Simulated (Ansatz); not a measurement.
Ge across functionals

```xyz
1
Lattice="2.7121 0.0000 0.0000 0.0000 2.7121 0.0000 0.0000 0.0000 2.7121" Properties=species:S:1:pos:R:3 pbc="T T T"
Ge    0.0000    0.0000    0.0000
```

The cell was built from the sc type and relaxed in the same program, and has space group Pm-3m; it needn't be a known or the stable phase.

One fixed cell is solved with several functionals by frozen-core PAW in Ansatz 0.2.0, scalar-relativistically. A positive pressure means that the functional wants a larger cell.

The PAW files were made with PBE; their cores are remade for each functional.

Settings: a Γ-centred 13×13×13 k mesh, Fermi–Dirac smearing of 0.05 eV, cutoff 420 eV, no spin polarisation.

Cutoffs: PBE 420 eV, LDA 420 eV, PBEsol 420 eV, r²SCAN 500 eV.

One of the runs gave P (GPa) = -5.13, lowest level at Γ above −25 eV, from the valence-band top or, without a gap, the Fermi level (eV) = -24.78. Which setting was it?
A. LDA
B. r²SCAN
C. PBEsol
D. PBE

A. The full set:
| setting | P (GPa) | lowest level at Γ above −25 eV, from the valence-band top or, without a gap, the Fermi level (eV) |
| --- | --- | --- |
| PBE | 0.00 | -24.71 |
| LDA | -5.13 | -24.78 |
| PBEsol | -3.42 | -24.69 |
| r²SCAN | -2.49 | -13.38 |
